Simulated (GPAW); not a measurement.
Runs of GPAW 26.7.0 on Cu. It takes space group I4/mmm (No. 139, tetragonal). Conventional cell: a = 2.886 Å, b = 2.886 Å, c = 2.752 Å, α = 90.00°, β = 90.00°, γ = 90.00°. Around Cu (site symmetry 4/mmm) lie 10 Cu at 2.46 to 2.75 Å. This isn't the form of Cu at room conditions, which is fcc.

```tsv
task	level	potentials or basis	cell	band path	band points	gap on the mesh (eV)	pressure (GPa)	V0 of scaled cells (Å³/atom)	B0 (GPa)
single point	PBEsol	PAW data sets generated in the run's folder for this functional, pw	as given	-	-	none	0.7	-	-
band structure	PBEsol	PAW data sets generated in the run's folder for this functional, pw	as given	GXMGZPNZ1M,XP	100	-	0.7	-	-
equation of state	LDA	the program's PAW data sets (release 1.2.1) made for this functional, pw	as given	-	-	-	-	(a)	183
band structure	LDA	the program's PAW data sets (release 1.2.1) made for this functional, pw	as given	GXMGZPNZ1M,XP	100	-	-6.5	-	-
single point	PBEsol	PAW data sets generated in the run's folder for this functional, pw	cell strained at random at fixed volume	-	-	none	1.0	-	-
equation of state	PBEsol	PAW data sets generated in the run's folder for this functional, pw	as given	-	-	-	-	(b)	160
```

Alike in all rows: no spin polarisation; k mesh 13 × 13 × 13; cutoff (eV) 600; smearing fermi-dirac 0.05 eV.

Task: Fill in the values left out.

Result: (a) 11.04; (b) 11.52.

Caveats: with this Cu data set, volumes or pressures lay over 1.5 % or 2 GPa off other programs in two to four cells of ten; the cell was scaled at fixed shape and fractional positions, which overstates the stiffness of a crystal with free parameters, most of all of layers and chains (some runs).

A gap of «none» marks a metal or a gap under the smearing width.
